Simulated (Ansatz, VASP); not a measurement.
# One calculation of W, two programs

```
CELL_PARAMETERS angstrom
0.00000 2.85667 2.85667
2.85667 0.00000 2.85667
2.85667 2.85667 0.00000
ATOMIC_POSITIONS crystal
W 0.12500 0.12500 0.12500
W 0.87500 0.87500 0.87500
```

Alike in both runs: task single point; functional r2SCAN; k mesh 11 × 11 × 11; occupations fermi-dirac, width 0.1 eV; no spin polarisation.

|  | VASP | Ansatz |
| --- | --- | --- |
| version | VASP 6.6.1 | Ansatz 0.2.0 |
| potentials or method | VASP PAW PBE potentials, release 64 (W_sv) | plane waves (500 eV) with PAW, scalar-relativistic |
| plane-wave cutoff (eV) | 520 | 500 |
| valence electrons in the cell | 28 | 28 |

Ansatz gave:

| Item | Value |
| --- | --- |
| pressure (GPa) | 5.5 |

Estimate VASP's values.

pressure (GPa): 6.6.

Caveats: the PAW data sets were made with another functional, which shifts forces and pressure a little (VASP). The runs have no spin-orbit coupling, so splittings on W are missing.
